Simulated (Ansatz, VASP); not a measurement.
# One calculation of GaN, two programs

```
CELL_PARAMETERS angstrom
3.14999 0.00000 0.00000
-1.57499 2.72797 0.00000
0.00000 0.00000 5.13095
ATOMIC_POSITIONS crystal
Ga 0.33333 0.66667 0.99917
Ga 0.66667 0.33333 0.49917
N 0.33333 0.66667 0.37583
N 0.66667 0.33333 0.87583
```

Alike in both runs: functional revPBE; dispersion D3(BJ); k mesh 8 × 8 × 6; occupations gaussian, width 0.05 eV; no spin polarisation.

Ansatz relaxed the structure, and its values are those at the end. VASP's run is a single point on that final structure, the one shown.

```csv
,VASP,Ansatz
version,VASP 6.6.1,Ansatz 0.2.0
potentials or method,"VASP PAW PBE potentials, release 64 (Ga_d, N)","scalar-relativistic, plane waves, PAW"
plane-wave cutoff (eV),520,420
valence electrons in the cell,36,36
```

VASP gave:

* gap on the k mesh at the Fermi level (eV): 2.19
* least direct gap on the mesh (eV): 2.19
* pressure (GPa): 7.9
* rms of the force components (eV/Å): 0.005
* dispersion energy (meV/atom): -510.1

Task: What did Ansatz give for the same quantities?

Result: gap on the k mesh at the Fermi level (eV): 2.17; least direct gap on the mesh (eV): 2.17; pressure (GPa): 8.1; rms of the force components (eV/Å): 0.005; dispersion energy (meV/atom): -510.1.

Caveats: the PAW data sets were made with another functional, which shifts forces and pressure a little (VASP). revPBE gaps usually lie below the measured ones, often by a third to a half.
